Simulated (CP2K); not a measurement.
Crystal: Ga2O3.

```
CELL_PARAMETERS angstrom
3.09853 0.00000 0.00000
1.54791 2.68419 0.00000
-0.01917 -0.01108 7.68807
ATOMIC_POSITIONS crystal
Ga 0.66685 0.66685 0.31037
Ga 0.33315 0.33315 0.68963
O 0.00000 0.00000 0.50000
O 0.66820 0.66820 0.82365
O 0.33180 0.33180 0.17635
```

The cell was built by a generator and needn't be a form met in nature.

Base run:

- Program: CP2K 2026.2
- Functional: PBEsol
- Potentials or basis: POTENTIAL_UZH Ga GTH-PBE-q13, O GTH-PBE-q6; DZVP-MOLOPT-PBE-GTH basis
- Density cutoff: 11565 eV
- k mesh: 10 × 10 × 4
- Occupations: fermi-dirac, width 0.05 eV
- Spin: no spin polarisation

Its results: band gap on the k mesh 1.39 eV, direct; pressure -21.9 GPa; largest force 3.561 eV/Å.

Problem. The run is repeated on the same cell with these changes: functional from PBEsol to LDA. What comes out?

Solution. Band gap on the k mesh 1.31 eV, direct; pressure -24.8 GPa; largest force 3.649 eV/Å.

LDA binds more tightly than PBEsol, so the same cell stands under less pressure.

Caveats: the potentials were made for another functional, which shifts forces and pressure; the basis of atomic orbitals isn't converged, which shifts pressures, moduli and gaps.
